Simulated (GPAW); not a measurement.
Runs of GPAW 26.7.0 on Hf. Symmetry: P6_3/mmc, No. 194, hexagonal system. The conventional cell has a = 3.197 Å, b = 3.197 Å, c = 5.058 Å, α = 90.00°, β = 90.00°, γ = 120.00°. Around Hf (site symmetry -6m2) lie 12 Hf at 3.13 to 3.20 Å. 

| task | level | potentials or basis | spin | cell | k mesh | smearing | band path | band points | optimizer | fmax | max steps | gap on the mesh (eV) | pressure (GPa) | relaxed volume (Å³/atom) |
| --- | --- | --- | --- | --- | --- | --- | --- | --- | --- | --- | --- | --- | --- | --- |
| band structure | RPBE | the program's PAW data sets (release 1.2.1) made for this functional, pw | off | as given | 10 × 10 × 5 | fermi-dirac 0.05 eV | GMKGALHA,LM,KH | 60 | - | - | - | - | (b) | - |
| relaxation of cell and atoms | RPBE | the program's PAW data sets (release 1.2.1) made for this functional, pw | off | relaxed | 10 × 10 × 5 | fermi-dirac 0.05 eV | - | - | LBFGS | 0.02 eV/Å | 100 | none | -0.1 | (a) |
| relaxation of cell and atoms | PBEsol+D3(BJ) | PAW data sets generated in the run's folder for this functional, pw | off | relaxed | 10 × 10 × 5 | fermi-dirac 0.05 eV | - | - | BFGS | 0.05 eV/Å | 40 | none | 0.3 | 20.88 |
| band structure | r2SCAN | GPAW PAW data sets (gpaw-data 1.2.1), pw | SOC, no magnetisation | as given | 7 × 7 × 4 | fermi-dirac 0.05 eV | GMKGALHA,LM,KH | 100 | - | - | - | - | 0.4 | - |
| single point | PBE | GPAW PAW data sets (gpaw-data 1.2.1), pw | off | as given | 10 × 10 × 5 | gaussian 0.017 eV | - | - | - | - | - | none | 0.9 | - |

Alike in all rows: cutoff (eV) 600.

Problem. Estimate the missing entries.

Solution. (a) 23.20; (b) 3.8.

Caveats: later steps reuse the first step's grids (some runs); spin-orbit coupling is left out, which moves the levels of the heavy elements (some runs); pairwise dispersion overbinds metals, which lowers pressure and volume (some runs); spin-orbit coupling was added after a scalar SCF, so levels and gaps hold it while energy, forces, pressure and moments don't (some runs); this program's spin-orbit splittings come out too wide for heavy elements (some runs); the PAW data sets were made with another functional, which shifts forces and pressure a little (some runs).

A k mesh can miss the band edges, and rows without SOC leave out spin-orbit coupling on Hf.

A gap of «none» marks a metal or a gap under the smearing width.
